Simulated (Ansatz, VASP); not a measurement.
# One calculation of F, two programs

```
F
1.0
     0.00000    2.14332    2.14332
     2.14332    0.00000    2.14332
     2.14332    2.14332    0.00000
F
2
Direct
  0.87500 0.87500 0.87500
  0.12500 0.12500 0.12500
```

Change from the starting cell: volume scaled by 0.68, LAPW.

Alike in both runs: task single point; functional PBE; k mesh 13 × 13 × 13; occupations fermi-dirac, width 0.05 eV; no spin polarisation.

|  | VASP | Ansatz |
| --- | --- | --- |
| version | VASP 6.6.1 | Ansatz 0.2.0 |
| potentials or method | VASP PAW PBE potentials, release 64 (F), cutoff 520 eV | all-electron LAPW, scalar-relativistic |

|  | VASP | Ansatz | Ansatz less VASP |
| --- | --- | --- | --- |
| pressure (GPa) | 39.7 | 40.2 | +0.50 |

Ansatz ran all-electron here, so the differences hold the error of VASP's frozen core and of both bases.

Caveats: so large a pressure means that the cell lies far from this level's equilibrium, or that cutoff or potentials fall short (VASP).
